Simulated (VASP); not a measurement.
# Pb: molecular dynamics with a thermostat

Pb, Fm-3m (no. 225), 12 atoms in the cell. PBE, molecular dynamics; PAW potentials Pb (PBE set).

Ensemble: Nose-Hoover; Target temperature (K): 1600.

## Input

INCAR:
```
SYSTEM = Pb
GGA = PE ; PREC = Normal
ENCUT = 200 ; EDIFF = 1E-6
NELMIN = 4 ; NELM = 60
ALGO = Fast ; LREAL = Auto
LASPH = .True. ; ISMEAR = -1
SIGMA = 0.069 ; ISYM = 0
LWAVE = .False. ; LCHARG = .False.
IBRION = 0 ; NSW = 60
POTIM = 4.0 ; TEBEG = 1600
ISIF = 2 ; RANDOM_SEED = 551299 0 0
MDALGO = 2 ; SMASS = 0
KPAR = 2
```

KPOINTS:
```
k-points
0
Monkhorst-Pack
  2 2 2
```

POSCAR:
```
Pb
1.0
    0.0000000000      4.9500400000      4.9500400000
    4.9500400000      0.0000000000      4.9500400000
    7.4250600000      7.4250600000      0.0000000000
Pb
12
Direct
    0.0000000000      0.0000000000      0.0000000000
    0.0000000000      0.0000000000      0.3333333333
    0.0000000000      0.0000000000      0.6666666667
    0.0000000000      0.5000000000      0.0000000000
    0.0000000000      0.5000000000      0.3333333333
    0.0000000000      0.5000000000      0.6666666667
    0.5000000000      0.0000000000      0.0000000000
    0.5000000000      0.0000000000      0.3333333333
    0.5000000000      0.0000000000      0.6666666667
    0.5000000000      0.5000000000      0.0000000000
    0.5000000000      0.5000000000      0.3333333333
    0.5000000000      0.5000000000      0.6666666667
```

Commands:
```
cat potpaw_PBE.64/Pb/POTCAR > POTCAR
mpirun -np 2 vasp_std > vasp.out
```

## Result

- Mean temperature (K): 1554
- Rise of the mean potential energy above the start (meV/atom): 137.3
- Electronic steps per ionic step after the first: 4.8

Course of the run:

| Time (fs) | Temperature (K) | Potential energy less the first (meV/atom) |
|---|---|---|
| 4 | 1600 | 0.0 |
| 24 | 1522 | 9.7 |
| 40 | 1378 | 30.7 |
| 60 | 1186 | 70.0 |
| 76 | 1099 | 106.9 |
| 96 | 1212 | 149.5 |
| 112 | 1641 | 171.4 |
| 132 | 2618 | 179.1 |
| 148 | 3009 | 181.0 |
| 168 | 2210 | 193.8 |
| 184 | 1398 | 205.7 |
| 204 | 888 | 209.6 |
| 220 | 823 | 201.4 |
| 240 | 1056 | 181.1 |

REPORT:
```
MDALGO =   2
               SCALING =       0
                 CNEXP =     9.000   14.000
           RANDOM_SEED =            551299                0                0

   original number of atomic DOF:         33
   number of independent constraints:      0
   number of active DOF:                  33

========================================
         MD step No.       1
========================================

  Atomic velocities initialized by STEP_tb

  >Energies
                    E_tot             E_pot             E_kin               EPS                ES
   e_b>   -0.41383297E+02   -0.43658287E+02    0.22749899E+01    0.00000000E+00    0.00000000E+00

  >Temperature
               T_sim     T_inst
   tmprt>   1600.000   1600.000

  >Thermostat:
           s(n+1) sdot(n+1)      s(n)   sdot(n)        Qs
   s_b>   0.00000   0.00000   0.00000   0.00000   1.16181

           RANDOM_SEED =            551299               72                0

[... steps left out ...]

========================================
         MD step No.      60
========================================

  >Energies
                    E_tot             E_pot             E_kin               EPS                ES
   e_b>   -0.41382830E+02   -0.41485473E+02    0.15021272E+01    0.64605215E-01   -0.14640892E+01

  >Temperature
               T_sim     T_inst
   tmprt>   1600.000   1056.446

  >Thermostat:
           s(n+1) sdot(n+1)      s(n)   sdot(n)        Qs
   s_b>  -0.34244  -0.02260  -0.32178  -0.01872   1.16181

           RANDOM_SEED =            551299               72                0
```

OSZICAR:
```
N       E                     dE             d eps       ncg     rms          rms(c)
DAV:   1     0.125225550128E+03    0.12523E+03   -0.85835E+03   248   0.539E+02
DAV:   2    -0.292352553781E+02   -0.15446E+03   -0.14700E+03   291   0.119E+02
DAV:   3    -0.434897663498E+02   -0.14255E+02   -0.13545E+02   328   0.391E+01
DAV:   4    -0.437786374368E+02   -0.28887E+00   -0.28668E+00   298   0.669E+00
DAV:   5    -0.437870014781E+02   -0.83640E-02   -0.83607E-02   321   0.112E+00    0.166E+01
RMM:   6    -0.437043914561E+02    0.82610E-01   -0.24436E-02   248   0.575E-01    0.101E+01
RMM:   7    -0.436564845182E+02    0.47907E-01   -0.80670E-02   248   0.102E+00    0.685E-01
RMM:   8    -0.436583081400E+02   -0.18236E-02   -0.10519E-02   254   0.443E-01    0.107E-01
RMM:   9    -0.436583554437E+02   -0.47304E-04   -0.17301E-03   275   0.164E-01    0.488E-02
RMM:  10    -0.436583709358E+02   -0.15492E-04   -0.24507E-04   258   0.648E-02    0.533E-02
RMM:  11    -0.436584983407E+02   -0.12740E-03   -0.12145E-04   256   0.495E-02    0.185E-01
RMM:  12    -0.436582869630E+02    0.21138E-03   -0.31517E-04   296   0.625E-02    0.454E-02
[... left out ...]
     59 T=   984. E= -.41383029E+02 F= -.41430858E+02 E0= -.41387776E+02  EK= 0.13996E+01 SP= -.14E+01 SK= 0.37E-01
[... last step whole ...]
       N       E                     dE             d eps       ncg     rms          rms(c)
DAV:   1    -0.414854189991E+02   -0.54561E-01   -0.66284E-03   328   0.112E+00    0.242E-02
RMM:   2    -0.414854629068E+02   -0.43908E-04   -0.45266E-04   248   0.562E-02    0.107E-02
RMM:   3    -0.414854718061E+02   -0.88992E-05   -0.78269E-05   222   0.223E-02    0.390E-03
RMM:   4    -0.414854731448E+02   -0.13388E-05   -0.12773E-05   192   0.896E-03    0.235E-03
RMM:   5    -0.414854734287E+02   -0.28382E-06   -0.28454E-06   120   0.435E-03
     60 T=  1056. E= -.41382830E+02 F= -.41485473E+02 E0= -.41442044E+02  EK= 0.15021E+01 SP= -.15E+01 SK= 0.65E-01
```

Limits: 240 fs of 12 atoms are too short for converged averages.

VASP 6.6.1 took 332 s on 2 cores (AMD EPYC 7R43 (Zen 3)), a shared host.
